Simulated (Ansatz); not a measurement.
Runs of Ansatz 0.2.0 on Mg. Symmetry: P6_3/mmc, No. 194, hexagonal system. Conventional cell: a = 3.209 Å, b = 3.209 Å, c = 5.210 Å, α = 90.00°, β = 90.00°, γ = 120.00°. Mg (site symmetry -6m2) has 12 Mg at 3.20 to 3.21 Å as nearest neighbours. 

```csv
task,level,potentials or basis,spin,k mesh,cutoff (eV),smearing,points for each segment of the path,driver,mesh quality,gap on the mesh (eV),pressure (GPa)
electron localisation function,B3LYP+D4,JTH PAW LDA,off,6 × 6 × 4,870,cold 0.15 eV,-,-,coarse,none,-
band structure,PBE,Ansatz PAW earlier set,off,10 × 10 × 5,760,fermi-dirac 0.05 eV,14,-,not flagged,none,(a)
band structure,PBEsol,PseudoDojo PBEsol,off,10 × 10 × 5,1143,fermi-dirac 0.15 eV,14,chain,not flagged,none,-1.0
electrostatic potential,HSEsol,SSSP efficiency PAW,off,6 × 6 × 4,408,fermi-dirac 0.05 eV,-,chain,coarse,none,-
single point,BLYP+D3(BJ),Ansatz PAW earlier set,"collinear, random start",10 × 10 × 5,760,fermi-dirac 0.05 eV,-,-,not flagged,none,-3.9
```

Alike in all rows: cell as given.

Fill in the values left out.

(a) -0.4.

Caveats: some runs use coarse meshes; the potentials were made for another functional, which shifts forces and pressure (some runs); pairwise dispersion overbinds metals, which lowers pressure and volume (some runs); the PAW data sets were made with another functional, which shifts forces and pressure a little (some runs); the PAW data sets come from PBE, with cores solved anew for the run's functional, which leaves a small shift of forces and pressure (some runs).

A k mesh can miss the band edges.

A gap of «none» marks a metal or a gap under the smearing width.

Not every run made on this cell is shown here.
